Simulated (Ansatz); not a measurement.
# SnTe: stiffness from a series of strains

```yaml
crystal:
  lattice:
    - [0.00000, 3.15650, 3.15650]
    - [3.15650, 0.00000, 3.15650]
    - [3.15650, 3.15650, 0.00000]
  atoms:
    - { symbol: Sn, position: [0.00000, 0.00000, 0.00000] }
    - { symbol: Te, position: [0.50000, 0.50000, 0.50000] }
```

Atom numbers follow the list: Sn1, Te2.

The conventional cell has a = 6.313 Å, b = 6.313 Å, c = 6.313 Å, α = 90.00°, β = 90.00°, γ = 90.00°. Sn (atom 1) is surrounded by 6 Te at 3.16 Å. Te (atom 2) is surrounded by 6 Sn at 3.16 Å.

The cell is COD entry 9008726, as deposited and not checked against the literature; nothing was relaxed.

Spin–orbit coupling is left out, though it moves levels of the heavy atoms by tenths of an eV or more.

These are results of DFT, PBE, all-electron LAPW, scalar-relativistic (Ansatz 0.2.0), not measurements.

Settings: a Γ-centred 11×11×11 k mesh, Fermi–Dirac smearing of 0.08 eV, basis error target 0.25 meV/atom, no spin polarisation.

The strain is applied along the Cartesian axes of the cell as listed (the other components stay zero). Fractional coordinates are held (clamped ions).

σ is the change of stress from the unstrained cell, which is at 2.03 GPa; tension is positive, so slopes are stress–strain coefficients at that pressure.

Only quantities that a quadratic follows smoothly over the whole series are listed; rougher ones are left out.

```
    εzz  σzz (GPa)  σxx (GPa)
-0.0300      -4.96      -0.12
-0.0200      -3.12      -0.08
 0.0000       0.00       0.00
 0.0100       1.31       0.05
 0.0200       2.46       0.10
 0.0300       3.47       0.15
```

Task: Fit the series and read off the stiffness at zero strain.

Result: Least-squares fits y = p0 + p1 x + p2 x² to the rows give σzz (GPa): p1 = 140, p2 = -820; σxx (GPa): p1 = 4.5, p2 = 15. So C11 = 140 GPa and C12 = 5 GPa, which gives B = (C11 + 2 C12)/3 = 50 GPa.

Task: One run, at εzz = -0.0100, is withheld. Predict its row.

Result: The fits give -1.49, -0.04; the run gave -1.47, -0.04.
